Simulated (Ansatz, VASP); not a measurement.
## Two plane-wave programs on ScAlN2

```
Sc Al N
1.0
    -2.19948    2.19948    4.19862
     2.19948   -2.19948    4.19862
     2.19948    2.19948   -4.19862
Sc Al N
2 2 4
Direct
  0.75000 0.25000 0.50000
  0.00000 0.00000 0.00000
  0.25000 0.75000 0.50000
  0.50000 0.50000 0.00000
  0.48751 0.98751 0.50000
  0.26249 0.26249 0.00000
  0.01249 0.51249 0.50000
  0.73751 0.73751 0.00000
```

The cell comes from a database or a generator and needn't be the stable form of this composition.

Alike in both runs: task single point; functional PBE; k mesh 6 × 6 × 6; no spin polarisation.

|  | VASP | Ansatz |
| --- | --- | --- |
| version | VASP 6.6.1 | Ansatz 0.2.0 |
| potentials or method | VASP PAW PBE potentials, release 64 (Sc_sv, Al, N) | plane waves, PAW |
| plane-wave cutoff (eV) | 520 | 470 |
| occupations | gaussian, width 0.01 eV | fixed |
| valence electrons in the cell | 48 | 48 |

Ansatz gave:

| Property | Result |
| --- | --- |
| gap on the k mesh at the Fermi level (eV) | 0.97 |
| pressure (GPa) | -0.6 |

Problem. What did VASP give for the same quantities?

Solution. gap on the k mesh at the Fermi level (eV): 0.96; pressure (GPa): 0.0.

A k mesh can miss the band edges. As with any semilocal functional, this PBE gap is likely too small.
